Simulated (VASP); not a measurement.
Write the native input for VASP 6.6.1 that does the following.

```yaml
Task: single point
Functional: PBE
Dispersion: D3(BJ)
Potentials_or_basis: VASP PAW PBE potentials, release 64 (Pb_d, Se)
Cutoff: 520 eV
k_mesh: 10 × 10 × 10
Occupations: gaussian, width 0.03 eV
Spin: no spin polarisation
Dipole_correction: no
Further_INCAR_settings: ALGO = Normal; EDIFF = 1e-07; NBANDS = 17
```

The structure of PbSe lies in POSCAR:

```
PbSe
1.0
    0.0000000000      3.1846360000      2.8171780000
    3.1846360000      0.0000000000      2.8171780000
    3.1846360000      3.1846360000      0.0000000000
Pb Se
1 1
Direct
    0.0000000000      0.0000000000      0.0000000000
    0.5000000000      0.5000000000      0.5000000000
```

Measurements of this composition are mostly on another form, of space group No. 225.

The cell isn't the ideal one: strain +0.040 along x and y, -0.080 along z, atoms carried along.

These files were run (other wordings do the same):

INCAR

```
SYSTEM = PbSe
ALGO = Normal ; EDIFF = 1E-7
ENCUT = 520 ; GGA = PE
ISIF = 2 ; ISMEAR = 0
IVDW = 12 ; LASPH = .TRUE.
LCHARG = .FALSE. ; LREAL = .FALSE.
LWAVE = .FALSE. ; NBANDS = 17
NELM = 100 ; PREC = Accurate
SIGMA = 0.03
```

KPOINTS

```
k-points
0
G
  10 10 10
  0 0 0
```

Potentials or basis: VASP PAW PBE potentials, release 64 (Pb_d, Se).

Launch:

```bash
$ cat potpaw_PBE.64/Pb_d/POTCAR potpaw_PBE.64/Se/POTCAR > POTCAR
$ mpirun -np 1 vasp_std > vasp.out
```

Results of the run:

```json
{
  "Pressure": "2.9 GPa",
  "Band gap on the k mesh": "0.19 eV, direct",
  "Dispersion energy per atom": "-0.369 eV"
}
```

Caveat: spin-orbit coupling is left out, which as a rule narrows the gap of such compounds by several tenths of an eV.

Wall time 43 s on 1 thread of Intel(R) Xeon(R) 6975P-C (Granite Rapids), with other jobs on the host, peak memory 0.25 GiB.
